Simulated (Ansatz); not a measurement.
A computed series for CsPbI3: pressure series

Take CsPbI₃ in the cubic perovskite structure (space group Pm-3m, No. 221; a = 6.333 Å) as the base.

Cell and atoms are relaxed at each pressure.

Method: r2SCAN in Ansatz (plane waves to 500 eV, PAW, without spin-orbit coupling).

Two rows of this table had their results exchanged by mistake.

| pressure | volume per atom (Å³) | shortest distance (Å) | band gap |
|---|---|---|---|
| pressure −2 GPa | 61.26 | 3.370 | 2.14 eV |
| pressure −1 GPa | 29.99 | 2.656 | zero |
| pressure 3 GPa | 44.52 | 3.030 | 1.18 eV |
| pressure 7 GPa | 39.95 | 2.923 | 0.63 eV |
| pressure 15 GPa | 34.89 | 2.794 | zero |
| pressure 30 GPa | 54.51 | 3.242 | 1.91 eV |
| pressure 50 GPa | 26.45 | 2.548 | zero |
| pressure 75 GPa | 23.77 | 2.458 | zero |
| pressure 100 GPa | 21.95 | 2.394 | zero |

Which two?

The rows for pressure −1 GPa and pressure 30 GPa: the volume has to fall steadily with pressure, so 54.51 Å³ belongs to pressure −1 GPa and 29.99 Å³ to pressure 30 GPa.

The mesh was chosen for an insulator and is coarse for the gapless case. With I and Pb present, leaving out spin-orbit coupling can change the band edges. Load acts through the strain it causes; cell and atoms are relaxed under it. Whether these cells are dynamically stable was not tested. Competing high-pressure phases were not computed. The final runs are not spin-polarised. Many cubic perovskites are stable only at high temperature; tilts and polar distortions were not tested. This is not the structure that CsPbI3 has at room temperature and ambient pressure. A zero or small gap of CsPbI3 under pressure 15 GPa, CsPbI3 under pressure 30 GPa, CsPbI3 under pressure 50 GPa and CsPbI3 under pressure 75 GPa can be the functional's error rather than a property of the material.

Ansatz is a quantum-chemistry and plane-wave program.
